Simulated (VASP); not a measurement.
**VASP 6.6.1, r²SCAN single-point calculation, CdS (strained rocksalt)**

INCAR

```
EDIFF = 1E-7
NELM = 120
ENCUT = 520
LREAL = .FALSE.
NSW = 0
ISMEAR = 0
PREC = Accurate
LWAVE = .FALSE.
ALGO = Normal
ISIF = 2
NBANDS = 16
SIGMA = 0.01
LASPH = .TRUE.
METAGGA = R2SCAN
IBRION = -1
LCHARG = .FALSE.
```

KPOINTS

```
KPOINTS created by Atomic Simulation Environment
0
Gamma
8 8 8
0 0 0
```

KPOINTS_OPT

```
special points
8
Reciprocal
0.0000000000 0.0000000000 0.0000000000 1
0.5000000000 0.0000000000 0.5000000000 1
0.6250000000 0.2500000000 0.6250000000 1
0.3750000000 0.3750000000 0.7500000000 1
0.5000000000 0.5000000000 0.5000000000 1
0.5000000000 0.2500000000 0.7500000000 1
0.0000000000 0.1979170000 -0.2005210000 1
0.0000000000 0.5000000000 0.5000000000 1
```

POSCAR

```
Cd S
 1.0000000000000000
     0.0000000000000000    2.8699323128000001    2.8699323128000001
     2.8699323128000001    0.0000000000000000    2.8699323128000001
     2.8699323128000001    2.8699323128000001    0.0000000000000000
 Cd  S
   1   1
Cartesian
  0.0000000000000000  0.0000000000000000  0.0000000000000000
  2.8699323128000001  2.8699323128000001  2.8699323128000001
```

VASP ran with the recommended PBE PAW datasets (18 valence electrons in the cell).

Command

```
mpirun -np 1 vasp_std
```

From OUTCAR

```
k-points           NKPTS =     29   k-points in BZ     NKDIM =     29   number of bands    NBANDS=     16

   NELECT =      18.0000    total number of electrons

   dimension x,y,z NGX =    30 NGY =   30 NGZ =   30
   dimension x,y,z NGXF=    60 NGYF=   60 NGZF=   60

  energy-cutoff  :      520.00
  volume of cell :       47.28
      direct lattice vectors                 reciprocal lattice vectors
     0.000000000  2.869932313  2.869932313    -0.174220137  0.174220137  0.174220137
     2.869932313  0.000000000  2.869932313     0.174220137 -0.174220137  0.174220137
     2.869932313  2.869932313  0.000000000     0.174220137  0.174220137 -0.174220137

 k-points in reciprocal lattice and weights: KPOINTS created by Atomic Simulation Env
   0.00000000  0.00000000  0.00000000       0.002
   0.12500000  0.00000000  0.00000000       0.016
   0.25000000  0.00000000  0.00000000       0.016
   0.37500000  0.00000000  0.00000000       0.016
   0.50000000  0.00000000  0.00000000       0.008
   0.12500000  0.12500000  0.00000000       0.012
   0.25000000  0.12500000  0.00000000       0.047
   0.37500000  0.12500000  0.00000000       0.047
   ...

 E-fermi :   1.4364

 k-point     1 :       0.0000    0.0000    0.0000
  band No.  band energies     occupation
      1     -11.0057      2.00000
      2      -6.3057      2.00000
      3      -6.3057      2.00000
      4      -6.3057      2.00000
      5      -6.2990      2.00000
      6      -6.2990      2.00000
      7       0.8884      2.00000
      8       0.8884      2.00000
      9       0.8884      2.00000
     10       2.2541      0.00000
     11      11.0109      0.00000
     12      11.0109      0.00000
     13      11.0109      0.00000
     14      12.6698      0.00000
     15      12.6699      0.00000
     16      12.6699      0.00000

 k-point     2 :       0.1250    0.0000    0.0000
  band No.  band energies     occupation
      1     -10.9039      2.00000
      2      -6.3297      2.00000
      3      -6.3297      2.00000
      4      -6.3126      2.00000
      5      -6.2861      2.00000
      6      -6.2861      2.00000
      7      -0.1814      2.00000
      8       0.9501      2.00000
      9       0.9501      2.00000
     10       3.3479      0.00000
     11       9.8036      0.00000
     12      10.6030      0.00000
     13      10.6030      0.00000
     14      11.8656      0.00000
     15      11.8656      0.00000
     16      12.4928      0.00000

 k-point     3 :       0.2500    0.0000    0.0000
  band No.  band energies     occupation
      1     -10.6373      2.00000
      2      -6.3998      2.00000
      3      -6.3998      2.00000
      4      -6.3372      2.00000
      5      -6.2411      2.00000
      6      -6.2411      2.00000
      7      -1.5145      2.00000
      8       1.1077      2.00000
      9       1.1077      2.00000
     10       4.6667      0.00000
     11       8.4318      0.00000
     12       9.2334      0.00000
     13       9.2334      0.00000
     14      12.3105      0.00000
     15      12.5448      0.00000
     16      12.5448      0.00000

 k-point     4 :       0.3750    0.0000    0.0000
  band No.  band energies     occupation
      1     -10.3324      2.00000
      2      -6.4681      2.00000
      3      -6.4680      2.00000
      4      -6.3809      2.00000
      5      -6.1955      2.00000
      6      -6.1955      2.00000
      7      -2.4695      2.00000
      8       1.2810      2.00000
      9       1.2810      2.00000
     10       5.3579      0.00000
     11       7.7497      0.00000
     12       8.2150      0.00000
     13       8.2150      0.00000
     14      12.8725      0.00000
     15      13.8223      0.00000
     16      13.8223      0.00000

 k-point     5 :       0.5000    0.0000    0.0000
  band No.  band energies     occupation
      1     -10.1910      2.00000
      2      -6.4958      2.00000
      3      -6.4958      2.00000
      4      -6.4085      2.00000
      5      -6.1764      2.00000
      6      -6.1764      2.00000
      7      -2.8185      2.00000
      8       1.3589      2.00000
      9       1.3589      2.00000
     10       5.4601      0.00000
     11       7.6383      0.00000
     12       7.8477      0.00000
     13       7.8477      0.00000
     14      13.6669      0.00000
     15      14.7708      0.00000
     16      14.7709      0.00000

 k-point     6 :       0.1250    0.1250    0.0000
  band No.  band energies     occupation
      1     -10.8755      2.00000
      2      -6.3575      2.00000
      3      -6.3191      2.00000
      4      -6.2888      2.00000
      5      -6.2864      2.00000
      6      -6.2864      2.00000
      7      -0.0848      2.00000
      8       0.7298      2.00000
      9       0.7298      2.00000
     10       3.6920      0.00000
     11       9.6127      0.00000
     12      10.0232      0.00000
     13      10.6986      0.00000
     14      10.6986      0.00000
     15      13.8304      0.00000
     16      13.8304      0.00000

 k-point     7 :       0.2500    0.1250    0.0000
  band No.  band energies     occupation
      1     -10.6793      2.00000
      2      -6.4003      2.00000
      3      -6.3321      2.00000
      4      -6.3286      2.00000
      5      -6.2572      2.00000
      6      -6.2352      2.00000
      7      -1.0839      2.00000
      8       0.6698      2.00000
      9       0.8481      2.00000
     10       4.6936      0.00000
     11       8.1157      0.00000
     12       9.2023      0.00000
     13      10.1761      0.00000
     14      11.1729      0.00000
     15      13.5488      0.00000
     16      13.8089      0.00000

 k-point     8 :       0.3750    0.1250    0.0000
  band No.  band energies     occupation
      1     -10.4057      2.00000
      2      -6.4227      2.00000
      3      -6.3984      2.00000
      4      -6.3529      2.00000
      5      -6.2133      2.00000
      6      -6.1888      2.00000
      7      -2.1013      2.00000
      8       0.8015      2.00000
      9       0.9264      2.00000
     10       5.3615      0.00000
     11       7.0816      0.00000
     12       8.9801      0.00000
     13       9.1786      0.00000
     14      11.9355      0.00000
     15      14.1484      0.00000
     16      14.4364      0.00000

 k-point     9 :       0.5000    0.1250    0.0000
  band No.  band energies     occupation
      1     -10.2163      2.00000
      2      -6.4586      2.00000
      3      -6.4145      2.00000
      4      -6.3793      2.00000
      5      -6.1742      2.00000
      6      -6.1722      2.00000
      7      -2.6453      2.00000
      8       0.7749      2.00000
      9       1.0643      2.00000
     10       5.7338      0.00000
     11       6.5213      0.00000
     12       8.4079      0.00000
     13       9.1702      0.00000
     14      12.9904      0.00000
     15      14.9101      0.00000
     16      15.2163      0.00000

 k-point    10 :      -0.3750    0.1250    0.0000
  band No.  band energies     occupation
      1     -10.2529      2.00000
      2      -6.4769      2.00000
      3      -6.4226      2.00000
      4      -6.3565      2.00000
      5      -6.1937      2.00000
      6      -6.1632      2.00000
      7      -2.5249      2.00000
      8       0.5295      2.00000
      9       1.3110      2.00000
     10       6.0997      0.00000
     11       6.4085      0.00000
     12       8.1691      0.00000
     13       9.1356      0.00000
     14      13.5444      0.00000
     15      13.5842      0.00000
     16      15.3033      0.00000

 k-point    11 :      -0.2500    0.1250    0.0000
  band No.  band energies     occupation
      1     -10.4869      2.00000
      2      -6.4453      2.00000
      3      -6.3978      2.00000
      4      -6.3315      2.00000
      5      -6.2383      2.00000
      6      -6.1899      2.00000
      7      -1.8194      2.00000
      8       0.3931      2.00000
      9       1.3757      2.00000
     10       5.4911      0.00000
     11       7.4614      0.00000
     12       8.6073      0.00000
     13       9.0312      0.00000
     14      12.2199      0.00000
     15      13.4448      0.00000
     16      14.3853      0.00000

 k-point    12 :      -0.1250    0.1250    0.0000
  band No.  band energies     occupation
      1     -10.7525      2.00000
      2      -6.3839      2.00000
      3      -6.3508      2.00000
      4      -6.3195      2.00000
      5      -6.2773      2.00000
      6      -6.2406      2.00000
      7      -0.8715      2.00000
      8       0.5457      2.00000
      9       1.2177      2.00000
     10       4.3515      0.00000
     11       9.0103      0.00000
     12       9.3520      0.00000
     13       9.6736      0.00000
     14      11.4199      0.00000
     15      13.0745      0.00000
     16      13.5502      0.00000

 ...

  Total       -2.5494118     -2.5494118     -2.5494118      0.0000000      0.0000000     -0.0000000
  in kB      -86.3983837    -86.3983837    -86.3983837      0.0000000      0.0000000     -0.0000000
  external PRESSURE =     -86.3983837 kB  Pullay stress =       0.0000000 kB

 POSITION                                       TOTAL-FORCE (eV/Angst)
 -----------------------------------------------------------------------------------
      0.00000      0.00000      0.00000        -0.000000      0.000000     -0.000000
      2.86993      2.86993      2.86993         0.000000     -0.000000      0.000000
 -----------------------------------------------------------------------------------
    total drift:                               -0.000000      0.000000      0.000000

  FREE ENERGIE OF THE ION-ELECTRON SYSTEM (eV)
  ---------------------------------------------------
  free  energy   TOTEN  =       -29.3246871056 eV

  energy  without entropy=      -29.3246871056  energy(sigma->0) =      -29.32468711
```

* gap between bands v and c: 0.65 eV
* least direct gap: 1.37 eV
* pressure: -8.6 GPa

Band v is the last that the valence electrons fill when counted band by band, and c is the next.

The run took about 45 s on one core of a shared host (Intel Xeon 6975P-C) and held 0.18 GiB at most.
